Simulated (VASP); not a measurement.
# Te (R-3m) in VASP: further runs

Aim: see how the results for Te move with the level of theory and the settings. Levels: PBE, LDA, PBEsol. Tasks: relaxation of cell and atoms.

Everything below comes from runs of VASP 6.6.1. Logs are shortened: lines on timing, memory, paths and dates and some standing lists are left out, and cuts for length are marked.

### Step 1. The structure

It takes space group R-3m (No. 166, trigonal). Conventional cell: a = 4.612 Å, b = 4.612 Å, c = 5.073 Å, α = 90.00°, β = 90.00°, γ = 120.00°. Around Te (site symmetry -3m) lie 6 Te at 3.15 Å.

This isn't the form of Te at room conditions, which is trigonal, of chains.

### Step 2. Relaxation of cell and atoms, PBE

The input, INCAR:

```
SYSTEM = Te
PREC = Accurate
ENCUT = 600
EDIFF = 1E-6
ISMEAR = -1
SIGMA = 0.05
LREAL = .FALSE.
LASPH = .TRUE.
NELM = 100
ALGO = Normal
ISIF = 3
LWAVE = .FALSE.
LCHARG = .FALSE.
GGA = PE
IBRION = 2
NSW = 60
EDIFFG = -0.01
```

The input, KPOINTS:

```
regular mesh
0
G
  9 9 9
  0 0 0
```

The input, POSCAR:

```
Te
1.0
    2.3059043427      1.3313144930      1.6909537039
   -2.3059043427      1.3313144930      1.6909537039
    0.0000000000     -2.6626289860      1.6909537039
Te
1
Direct
    0.5000000000      0.5000000000      0.5000000000
```

Potentials or basis: VASP PAW PBE potentials, release 64 (Te).

Started as:

```sh
> cat potpaw_PBE.64/Te/POTCAR > POTCAR
> mpirun -np 1 vasp_std > vasp.out
```

OUTCAR:

```text
SYSTEM = Te
   PREC = Accurate
   ENCUT = 600
   EDIFF = 1E-6
   ISMEAR = -1
   LREAL = .FALSE.
   LASPH = .TRUE.
   NELM = 100
   ISIF = 3
   GGA = PE
   IBRION = 2
   NSW = 60
   EDIFFG = -0.01

 ion  position               nearest neighbor table
   1  0.500  0.500  0.500-

  LATTYP: Found a trigonal (rhomboedric) cell.
 ALAT       =     3.1541904739
 COS(alpha) =    -0.0688991668

  Lattice vectors:

 A1 = (   2.3059043427,   1.3313144930,   1.6909537039)
 A2 = (  -2.3059043427,   1.3313144930,   1.6909537039)
 A3 = (   0.0000000000,  -2.6626289860,   1.6909537039)

Analysis of symmetry for initial positions (statically):
=====================================================================
 Subroutine PRICEL returns:
 Original cell was already a primitive cell.

 Routine SETGRP: Setting up the symmetry group for a
 trigonal (rhombohedral) supercell.

 Subroutine GETGRP returns: Found 12 space group operations
 (whereof 12 operations were pure point group operations)
 out of a pool of 12 trial point group operations.

The static configuration has the point symmetry D_3d.

Analysis of symmetry for dynamics (positions and initial velocities):
=====================================================================
 Subroutine PRICEL returns:
 Original cell was already a primitive cell.

 Routine SETGRP: Setting up the symmetry group for a
 trigonal (rhombohedral) supercell.

 Subroutine GETGRP returns: Found 12 space group operations
 (whereof 12 operations were pure point group operations)
 out of a pool of 12 trial point group operations.

The dynamic configuration has the point symmetry D_3d.

 Subroutine INISYM returns: Found 12 space group operations
 (whereof 12 operations are pure point group operations),
 and found     1 'primitive' translations

----------------------------------------------------------------------------------------

                                     Primitive cell

  volume of cell :      31.1462

  direct lattice vectors                    reciprocal lattice vectors
     2.305904343  1.331314493  1.690953704     0.216834667  0.125189553  0.197127415
    -2.305904343  1.331314493  1.690953704    -0.216834667  0.125189553  0.197127415
     0.000000000 -2.662628986  1.690953704     0.000000000 -0.250379107  0.197127415

  length of vectors
     3.154190474  3.154190474  3.154190474     0.318667405  0.318667405  0.318667405

  position of ions in fractional coordinates (direct lattice)
     0.500000000  0.500000000  0.500000000

  ion indices of the primitive-cell ions
   primitive index   ion index
                 1           1

----------------------------------------------------------------------------------------

 KPOINTS: regular mesh

Automatic generation of k-mesh.
 Grid dimensions read from file:
 generate k-points for:    9    9    9

 Generating k-lattice:

  Cartesian coordinates                     Fractional coordinates (reciprocal lattice)
     0.024092741  0.013909950  0.021903046     0.111111111  0.000000000  0.000000000
    -0.024092741  0.013909950  0.021903046     0.000000000  0.111111111  0.000000000
     0.000000000 -0.027819901  0.021903046     0.000000000  0.000000000  0.111111111

  Length of vectors
     0.035407489  0.035407489  0.035407489

  Shift w.r.t. Gamma in fractional coordinates (k-lattice)
     0.000000000  0.000000000  0.000000000

 Subroutine IBZKPT returns following result:
 ===========================================

 Found     85 irreducible k-points:

 Following reciprocal coordinates:
            Coordinates               Weight
  0.000000  0.000000  0.000000      1.000000
  0.111111  0.000000  0.000000      6.000000
  0.222222  0.000000  0.000000      6.000000
  0.333333  0.000000  0.000000      6.000000
  0.444444  0.000000  0.000000      6.000000
  0.111111  0.111111  0.000000      6.000000
[... 16 lines left out ...]
 -0.333333  0.333333  0.000000      6.000000
  0.444444  0.444444  0.000000      6.000000
 [... further k-points ...]
   k-points           NKPTS =     85   k-points in BZ     NKDIM =     85   number of bands    NBANDS=      7
   number of dos      NEDOS =    301   number of ions     NIONS =      1
   total plane-waves  NPLWV =  21952
   dimension x,y,z NGX =    28 NGY =   28 NGZ =   28
   dimension x,y,z NGXF=    56 NGYF=   56 NGZF=   56
   ions per type =               1
   NGX,Y,Z   is equivalent  to a cutoff of  14.76, 14.76, 14.76 a.u.
   NGXF,Y,Z  is equivalent  to a cutoff of  29.52, 29.52, 29.52 a.u.
 SYSTEM =  Te
   PREC   = accura    normal or accurate (medium, high low for compatibility)
   ISTART =      0    job   : 0-new  1-cont  2-samecut
   ICHARG =      2    charge: 1-file 2-atom 10-const
   ISPIN  =      1    spin polarized calculation?
   LNONCOLLINEAR =      F non collinear calculations
   LSORBIT =      F    spin-orbit coupling
   LASPH  =      T    aspherical Exc in radial PAW
   ENCUT  =  600.0 eV  44.10 Ry    6.64 a.u.   6.30  6.30  6.30*2*pi/ulx,y,z
   NELM   =    100;   NELMIN=  2; NELMDL= -5     # of ELM steps
   EDIFF  = 0.1E-05   stopping-criterion for ELM
   LREAL  =      F    real-space projection
   EDIFFG = -.1E-01   stopping-criterion for IOM
   NSW    =     60    number of steps for IOM
   IBRION =      2    ionic relax: 0-MD 1-quasi-New 2-CG
   NFREE  =      1    steps in history (QN), initial steepest desc. (CG)
   ISIF   =      3    stress and relaxation
   ISYM   =      2    0-nonsym 1-usesym 2-fastsym
   POTIM  = 0.5000    time-step for ionic-motion
   TEBEG  =    0.0;   TEEND  =   0.0 temperature during run
   PSTRESS=    0.0 pullay stress
   NELECT =       6.0000    total number of electrons
   NUPDOWN=      -1.0000    fix difference up-down
   EMIN   =  10.00;   EMAX   =-10.00  energy-range for DOS
   EFERMI =   0.00;   METHOD = LEGACY
   ISMEAR =    -1;   SIGMA  =   0.05  broadening in eV -4-tet -1-fermi 0-gaus
   EFERMI_NEDOS =   21; number of points for ismear=-14 and -15
   IALGO  =     38    algorithm
   IMIX   =      4    mixing-type and parameters
     AMIX     =   0.40;   BMIX     =  1.00
     AMIX_MAG =   1.60;   BMIX_MAG =  1.00
  volume/ion in A,a.u.               =      31.15       210.18
  Fermi-wavevector in a.u.,A,eV,Ry     =   0.945490  1.786717 12.162947  0.893951
  Thomas-Fermi vector in A             =   2.073397
   LORBIT       =      0    0 simple, 1 ext, 2 COOP (PROOUT), +10 PAW based schemes
   GGA     = PE    functional components
   LHFCALC =     F    Hartree Fock is set to
   AEXX    =    0.0000 exact exchange contribution
   IVDW    =     0    specifies the selected vdW correction
   LEPSILON=     F    determine dielectric tensor
   LRPA    =     F    only Hartree local field effects (RPA)
 conjugate gradient relaxation of ions
 non-spin polarized calculation
  energy-cutoff  :      600.00
  volume of cell :       31.15
 maximum number of plane-waves:      1069
 NGX is ok and might be reduce to    28
   NGX = 13   NGY = 13   NGZ = 13

--------------------------------------- Ionic step        1  -------------------------------------------

 number of electron       5.9999999 magnetization

 Free energy of the ion-electron system (eV)
  ---------------------------------------------------
  ext. energy  EPLUGINS =         0.00000000
  ---------------------------------------------------
  free energy    TOTEN  =        -3.08838074 eV

  energy without entropy =       -3.08297663  energy(sigma->0) =       -3.08567869

------------------------ aborting loop because EDIFF is reached ----------------------------------------

  FORCE on cell =-STRESS in cart. coord.  units (eV):
  Direction    XX          YY          ZZ          XY          YZ          ZX
  --------------------------------------------------------------------------------------
  -------------------------------------------------------------------------------------
  Total        0.4980448      0.4980448      0.5106368      0.0000000     -0.0000000     -0.0000000
  in kB       25.6197021     25.6197021     26.2674440      0.0000000     -0.0000000     -0.0000000
  external PRESSURE =      25.8356160 kB  Pullay stress =       0.0000000 kB

 VOLUME and BASIS-vectors are now :
 -----------------------------------------------------------------------------
  energy-cutoff  :      600.00
  volume of cell :       31.15
      direct lattice vectors                 reciprocal lattice vectors
     2.305904343  1.331314493  1.690953704     0.216834667  0.125189553  0.197127415
    -2.305904343  1.331314493  1.690953704    -0.216834667  0.125189553  0.197127415
     0.000000000 -2.662628986  1.690953704     0.000000000 -0.250379107  0.197127415
[... 246 lines left out ...]
 POSITION                                       TOTAL-FORCE (eV/Angst)
 -----------------------------------------------------------------------------------
      0.00000     -0.00000      2.69574        -0.000000      0.000000      0.000000
 -----------------------------------------------------------------------------------
    total drift:                               -0.000000     -0.000000      0.000000

  FREE ENERGIE OF THE ION-ELECTRON SYSTEM (eV)
  ---------------------------------------------------
  free  energy   TOTEN  =        -3.1029923767 eV

  energy  without entropy=       -3.0973387990  energy(sigma->0) =       -3.10016559

--------------------------------------- Ionic step        9  -------------------------------------------

 number of electron       6.0000001 magnetization

 Free energy of the ion-electron system (eV)
  ---------------------------------------------------
  ext. energy  EPLUGINS =         0.00000000
  ---------------------------------------------------
  free energy    TOTEN  =        -3.10337172 eV

  energy without entropy =       -3.09777382  energy(sigma->0) =       -3.10057277

 E-fermi :   6.3995     XC(G=0):  -9.2619

 val. band max:        6.3883456997   @ k =  -0.1111   0.1111   0.0000
 cond. band min:       6.4075426121   @ k =  -0.1111   0.1111   0.1111
 fundamental gap:      0.0191969124
 Fermi energy:         6.3994601842

 k-point     1 :       0.0000    0.0000    0.0000
  band No.  band energies     occupation
      1      -7.1842      2.00000
      2       7.4512      0.00000
      3       7.6284      0.00000
      4       7.6284      0.00000
      5      12.4413      0.00000
      6      12.4413      0.00000
      7      12.8648      0.00000

 k-point     2 :       0.1111    0.0000    0.0000
  band No.  band energies     occupation
      1      -7.0410      2.00000
      2       6.1332      1.99031
      3       7.6400      0.00000
      4       7.7550      0.00000
      5      12.5758      0.00000
      6      12.8583      0.00000
      7      14.3277      0.00000
[... 201 lines left out ...]
 k-point    23 :      -0.3333    0.3333    0.0000
  band No.  band energies     occupation
      1      -4.9457      2.00000
      2       2.9752      2.00000
      3       3.0035      2.00000
      4       9.4023      0.00000
      5      10.9015      0.00000
      6      15.1389      0.00000
      7      18.7360      0.00000

 k-point    24 :       0.4444    0.4444    0.0000
  band No.  band energies     occupation
      1      -3.9070      2.00000
      2       1.9894      2.00000
      3       2.2418      2.00000
      4       8.9250      0.00000
      5      10.0810      0.00000
      6      16.7369      0.00000
      7      18.6664      0.00000

 [... further k-points ...]

------------------------ aborting loop because EDIFF is reached ----------------------------------------

  FORCE on cell =-STRESS in cart. coord.  units (eV):
  Direction    XX          YY          ZZ          XY          YZ          ZX
  --------------------------------------------------------------------------------------
  -------------------------------------------------------------------------------------
  Total        0.0002420      0.0002420      0.0030247      0.0000000      0.0000000     -0.0000000
  in kB        0.0118080      0.0118080      0.1475672      0.0000000      0.0000000     -0.0000000
  external PRESSURE =       0.0570611 kB  Pullay stress =       0.0000000 kB

 VOLUME and BASIS-vectors are now :
 -----------------------------------------------------------------------------
  energy-cutoff  :      600.00
  volume of cell :       32.84
      direct lattice vectors                 reciprocal lattice vectors
     2.295768614  1.325462627  1.798718544     0.217791983  0.125742260  0.185317116
    -2.295768614  1.325462627  1.798718544    -0.217791983  0.125742260  0.185317116
     0.000000000 -2.650925254  1.798718544     0.000000000 -0.251484521  0.185317116

 POSITION                                       TOTAL-FORCE (eV/Angst)
 -----------------------------------------------------------------------------------
      0.00000      0.00000      2.69808        -0.000000      0.000000      0.000000
 -----------------------------------------------------------------------------------
    total drift:                               -0.000000     -0.000000      0.000000

  FREE ENERGIE OF THE ION-ELECTRON SYSTEM (eV)
  ---------------------------------------------------
  free  energy   TOTEN  =        -3.1033717239 eV

  energy  without entropy=       -3.0977738230  energy(sigma->0) =       -3.10057277

 reached required accuracy - stopping structural energy minimisation
```

It took 92 s on 1 thread of AMD EPYC 7R43 (Zen 3), shared host; peak memory 0.14 GiB.

Results:

- Free energy: -3.1034 eV
- Relaxed volume: 32.84 Å³/atom
- Relaxed cell: a = 3.204 Å, b = 3.204 Å, c = 3.204 Å, α = 91.55°, β = 91.55°, γ = 91.55°
- Space group after relaxing (to 0.05 Å): R-3m (No. 166)
- Energy gained by relaxing: 15.0 meV/atom
- Ionic steps: 9
- Pressure after relaxing: 0.0 GPa
- Band gap on the k mesh: none (metal or under the smearing width)

Step by step:
```
step  energy change (eV)  largest force (eV/Å)  pressure (GPa)  volume (Å³)
   1              0.0000                0.0000            2.58        31.15
   2             -0.0082                0.0000           -1.19        33.47
   3             -0.0114                0.0000            0.00        32.63
   4             -0.0120                0.0000           -0.01        32.66
   5             -0.0135                0.0000           -0.03        32.76
   6             -0.0149                0.0000           -0.13        32.92
   7             -0.0149                0.0000           -0.15        32.94
   8             -0.0146                0.0000            0.44        32.57
   9             -0.0150                0.0000            0.01        32.84
```

Final structure:
```
Te
1.0
     2.29577    1.32546    1.79872
    -2.29577    1.32546    1.79872
     0.00000   -2.65093    1.79872
Te
1
Direct
  0.50000 0.50000 0.50000
```

### Step 3. Relaxation of cell and atoms, LDA

Edit INCAR of step 2 so:

```diff
@@ -8,3 +8,3 @@
 LASPH = .TRUE.
-NELM = 100
+NELM = 60
 ALGO = Normal
@@ -13,3 +13,2 @@
 LCHARG = .FALSE.
-GGA = PE
 IBRION = 2
```

KPOINTS is that of step 2.

POSCAR is that of step 2.

Potentials or basis: VASP PAW LDA potentials, release 64 (Te).

Started as:

```sh
> cat potpaw_LDA.64/Te/POTCAR > POTCAR
> mpirun -np 1 vasp_std > vasp.out
```

Run time: 1.7 min. Hardware: 1 thread of AMD EPYC 7R43 (Zen 3), shared host; peak memory 0.13 GiB.

The run converged. Its results:

| Item | Value |
| --- | --- |
| Free energy | -3.7869 eV |
| Relaxed volume | 30.81 Å³/atom |
| Relaxed cell | a = 3.137 Å, b = 3.137 Å, c = 3.137 Å, α = 92.01°, β = 92.01°, γ = 92.01° |
| Space group after relaxing (to 0.05 Å) | R-3m (No. 166) |
| Energy gained by relaxing | 2.6 meV/atom |
| Ionic steps | 15 |
| Pressure after relaxing | 0.0 GPa |
| Band gap on the k mesh | none (metal or under the smearing width) |

Step by step:
```csv
step,energy change (eV),largest force (eV/Å),pressure (GPa),volume (Å³)
1,0.0000,0.0000,-1.02,31.15
2,-0.0009,0.0000,0.75,30.26
3,-0.0018,0.0000,0.00,30.62
4,-0.0018,0.0000,0.02,30.61
5,-0.0018,0.0000,0.03,30.61
6,-0.0018,0.0000,0.03,30.62
7,-0.0019,0.0000,0.03,30.65
8,-0.0021,0.0000,0.02,30.69
9,-0.0025,0.0000,-0.03,30.78
10,-0.0020,0.0000,-0.20,30.93
11,-0.0026,0.0000,-0.04,30.82
12,-0.0026,0.0000,-0.09,30.85
13,-0.0026,0.0000,-0.06,30.83
14,-0.0026,0.0000,0.12,30.74
15,-0.0026,0.0000,-0.01,30.81
```

Final structure:
```
Te
1.0
     2.25651    1.30280    1.74650
    -2.25651    1.30280    1.74650
     0.00000   -2.60559    1.74650
Te
1
Direct
  0.50000 0.50000 0.50000
```

Levels at points of the mesh, in eV from the Fermi level:
| k point | band 1 | band 2 | band 3 | band 4 | band 5 | band 6 | band 7 |
| --- | --- | --- | --- | --- | --- | --- | --- |
| (0.00, 0.00, 0.00) | -14.10 | 1.07 | 1.30 | 1.30 | 5.99 | 5.99 | 6.57 |

Spin-orbit coupling is left out, which matters for the levels of Te.

(Continued in part 2 of 2.)
